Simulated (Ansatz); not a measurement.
# HC13: the cost of one run

Computed with Ansatz 0.2.0 (DFT PBEsol, scalar-relativistic, plane waves, PAW, unless a step's input says otherwise).

4 further runs of the same task are left out: 4 set aside as unsound or not needed.

### 1 Starting point

The structure is orthorhombic, space group Pma2 (No. 28). The conventional cell has a = 2.513 Å, b = 3.554 Å, c = 23.282 Å, α = 90.00°, β = 90.00°, γ = 90.00°. C (site symmetry m) is surrounded by 3 C at 1.54 Å. Around C (site symmetry m) lie 4 C at 1.54 Å. Around C (site symmetry m) lie 4 C at 1.53 to 1.59 Å. C (site symmetry m) is surrounded by 4 C at 1.47 to 1.59 Å. C (site symmetry m) is surrounded by 3 C at 1.43 to 1.47 Å.

Coordinates:

```cif
data_structure
_symmetry_space_group_name_H-M 'P 1'
_symmetry_Int_Tables_number 1
_cell_length_a 2.5129
_cell_length_b 3.5538
_cell_length_c 23.2823
_cell_angle_alpha 90.000
_cell_angle_beta 90.000
_cell_angle_gamma 90.000
_cell_volume 207.92
loop_
_atom_site_label
_atom_site_type_symbol
_atom_site_fract_x
_atom_site_fract_y
_atom_site_fract_z
_atom_site_occupancy
C1 C 0.50000 0.00000 0.36508 1
C2 C 0.00000 0.25000 0.36508 1
C3 C 0.00000 0.50000 0.41905 1
C4 C 0.50000 0.75000 0.41905 1
C5 C 0.50000 0.00000 0.47302 1
C6 C 0.00000 0.25000 0.47302 1
C7 C 0.00000 0.50122 0.52674 1
C8 C 0.50000 0.74878 0.52674 1
C9 C 0.50000 0.00979 0.58213 1
C10 C 0.00000 0.24021 0.58213 1
C11 C 0.00000 0.52962 0.62741 1
C12 C 0.50000 0.72038 0.62741 1
```

Planes are indexed in the bulk's conventional cell (Fd-3m (No. 227)), a = 3.554 Å, b = 3.554 Å, c = 3.554 Å, α = 90.00°, β = 90.00°, γ = 90.00°.

It is a (110) slab, 6.3 Å thick as cut, with 17 Å of vacuum; its outer planes are C (top) and C (bottom). An earlier relaxation, lower half held, gave -2952.9198 eV, work function 5.48 eV (top face), 6.11 eV (bottom face), dipole along +c 0.031 e·Å per cell.

### 2 CH put at a top (C) site

With the adsorbate the run is spin-polarised.

File input.yaml:

```yaml
crystal:
  lattice:
    - [2.5129226041, 0.0, 0.0]
    - [0.0, 3.5538092279, 0.0]
    - [0.0, 0.0, 26.3823065103]
  atoms:
    - { symbol: C, position: [0.5, 0.0, 0.3221856283] }
    - { symbol: C, position: [0.0, 0.25, 0.3221856283] }
    - { symbol: C, position: [0.0, 0.5, 0.3698107782] }
    - { symbol: C, position: [0.5, 0.75, 0.3698107782] }
    - { symbol: C, position: [0.5, 0.0, 0.4174359281] }
    - { symbol: C, position: [0.0, 0.25, 0.4174359281] }
    - { symbol: C, position: [0.0, 0.5012213661, 0.4648500534] }
    - { symbol: C, position: [0.5, 0.7487786339, 0.4648500534] }
    - { symbol: C, position: [0.5, 0.0097937658, 0.5137244335] }
    - { symbol: C, position: [0.0, 0.2402062342, 0.5137244335] }
    - { symbol: C, position: [0.0, 0.5296167303, 0.5536885515] }
    - { symbol: C, position: [0.5, 0.7203832697, 0.5536885515] }
    - { symbol: C, position: [0.0, 0.5296167303, 0.6113029227], spin: 1.0 }
    - { symbol: H, position: [0.0, 0.5296167303, 0.6529975334] }
basis:
  ecutwfc: 420
kpoints:
  mp_grid: { grid: [11, 8, 1] }
hamiltonian:
  xc: pbesol
scf:
  occupations: { method: gaussian, width: 0.05 }
output:
  forces: true
  eigenvalues: true
  populations: true
  write_density: true
  write_potential: true
  elf: true
  volumetric_format: npy
magnetization:
  spin_polarized: true
relax:
  adjacent_minimum: "off"
  f_tol: 0.03
  max_steps: 70
  constraints: [{ sites: [0, 1, 2, 3, 4, 5] }]
efield:
  axis: 3
  dipole_correction: true
  ramp_width: 0.04
```

Run with:

```bash
> ansatz run input.yaml --threads 1 --pin off --max-ram 3072MiB --backend cpu --events-out ev --progress --plain --runs-dir out
```

**Question.** How long does this run take on 1 thread of an x86-64 CPU, shared host, and how much memory does it need?

About 16 min, with a peak of 0.88 GiB.
